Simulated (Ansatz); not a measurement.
Relaxing IrO2

These are results of Ansatz, DFT LDA, scalar-relativistic, plane waves, PAW, not measurements. Settings: 420 eV cutoff, 8×8×12 k-mesh, Gaussian smearing of 0.10 eV, no spin polarisation.

What was changed in HfO2: Hf → Ir on all its sites, cell and atoms relaxed.

Spin–orbit coupling is left out, which can shift energies with elements as heavy as these.

Command:

```bash
ansatz run input.yaml --threads 1 --pin off --max-ram 2560MiB --backend cpu --events-out ev --progress --plain --runs-dir out
```

Input:

```yaml
crystal:
  lattice:
    - [4.4309628265, 0.0, 0.0]
    - [0.0, 4.4309628265, 0.0]
    - [0.0, 0.0, 3.1375089222]
  atoms:
    - { symbol: Ir, position: [0.0, 0.0, 0.0] }
    - { symbol: Ir, position: [0.5, 0.5, 0.5] }
    - { symbol: O, position: [0.1907675571, 0.8092324429, 0.5] }
    - { symbol: O, position: [0.3092324429, 0.3092324429, 0.0] }
    - { symbol: O, position: [0.6907675571, 0.6907675571, 0.0] }
    - { symbol: O, position: [0.8092324429, 0.1907675571, 0.5] }
basis:
  ecutwfc: 420
kpoints:
  mp_grid: { grid: [8, 8, 12] }
hamiltonian:
  xc: lda
scf:
  occupations: { method: gaussian, width: 0.1 }
output:
  forces: true
  stress: true
  eigenvalues: true
relax:
  adjacent_minimum: "off"
  f_tol: 0.01
  max_steps: 60
  cell: { stress_tol: 0.1 }
```

F is the free energy. Steps run on the plane waves of an earlier cell, but the last one, and at times one on the way, on a freshly chosen basis, so a repeated geometry can differ a little in energy.

Steps:

```csv
step,F − F(1) (eV),largest force component (eV/Å),V (Å³/atom),P (GPa)
1,0.0000,0.023,10.267,0.13
2,0.0001,0.005,10.272,0.02
3,0.0001,0.001,10.272,-0.01
4,0.0000,0.001,10.272,-0.01
```

Relaxed structure:

```yaml
crystal:
  lattice:
    - [4.43304, 0.00000, 0.00000]
    - [0.00000, 4.43304, 0.00000]
    - [0.00000, 0.00000, 3.13626]
  atoms:
    - { symbol: Ir, position: [0.00000, 0.00000, 0.00000] }
    - { symbol: Ir, position: [0.50000, 0.50000, 0.50000] }
    - { symbol: O, position: [0.19098, 0.80902, 0.50000] }
    - { symbol: O, position: [0.30902, 0.30902, 0.00000] }
    - { symbol: O, position: [0.69098, 0.69098, 0.00000] }
    - { symbol: O, position: [0.80902, 0.19098, 0.50000] }
```

Symmetry: P4_2/mnm, No. 136, tetragonal system. Conventional cell: a = 4.433 Å, b = 4.433 Å, c = 3.136 Å, α = 90.00°, β = 90.00°, γ = 90.00°. Ir (site symmetry mmm) has 6 O at 1.94 to 1.97 Å as nearest neighbours. O (site symmetry m2m) has 3 Ir at 1.94 to 1.97 Å as nearest neighbours.

The run converged. Time: 35 s on 1 thread of Oxide Virtual Turin-like Processor (Zen 5), with other jobs on the host, peak memory 0.5 GiB.